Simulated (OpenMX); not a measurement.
# AlN under changes of volume

One of the cells (10.451 Å³/atom); the others are scaled copies at fixed shape and fractional positions:

```
Al N
1.0
     3.11300    0.00000    0.00000
    -1.55650    2.69594    0.00000
     0.00000    0.00000    4.98100
Al N
2 2
Cartesian
  1.5565 0.8986 2.4905
  0.0000 1.7973 0.0000
  1.5565 0.8986 4.3833
  0.0000 1.7973 1.8928
```

- Program: OpenMX 3.8.5
- Functional: PBE
- Potentials or basis: OpenMX 2013 PBE set, Al7.0-s2p1d1, N6.0-s2p2, fixed grid of 32 × 32 × 60 points
- k mesh: 11 × 11 × 7
- Occupations: fermi-dirac, width 0.05 eV
- Spin: no spin polarisation

```csv
volume (Å³/atom),energy over the lowest point (meV/atom),gap on the mesh (eV),largest force (eV/Å)
9.824,?,?,?
10.033,25.32,5.29,0.130
10.242,11.20,5.10,0.113
10.451,2.95,4.88,0.097
10.660,0.00,4.68,0.082
10.869,1.85,4.48,0.069
11.078,8.04,4.29,0.056
```

Q: What does the run at 9.824 Å³/atom give?

A: Energy over the lowest point 45.95 meV/atom; gap on the mesh 5.30 eV; largest force 0.147 eV/Å.

Worked out: A Birch-Murnaghan fit of order 3 (a polynomial in V^(-2/3)) to the other rows has its minimum at 10.68 Å³/atom with B0 = V·E''(V) = 186 GPa and B' = 4.1 at fixed shape and positions, which overstates the stiffness. It gives 45.93 meV/atom at 9.824 Å³/atom, against the run's 45.95. A straight line through the other rows of the gap, of slope -10.2 eV per unit of ln V, extrapolates to 5.51 eV, against the run's 5.30.

Energies are extrapolated to zero smearing.

Caveats: an odd mesh through Γ misses points on the zone boundary, where band edges often lie; the basis of atomic orbitals isn't converged, which shifts pressures, moduli and gaps.
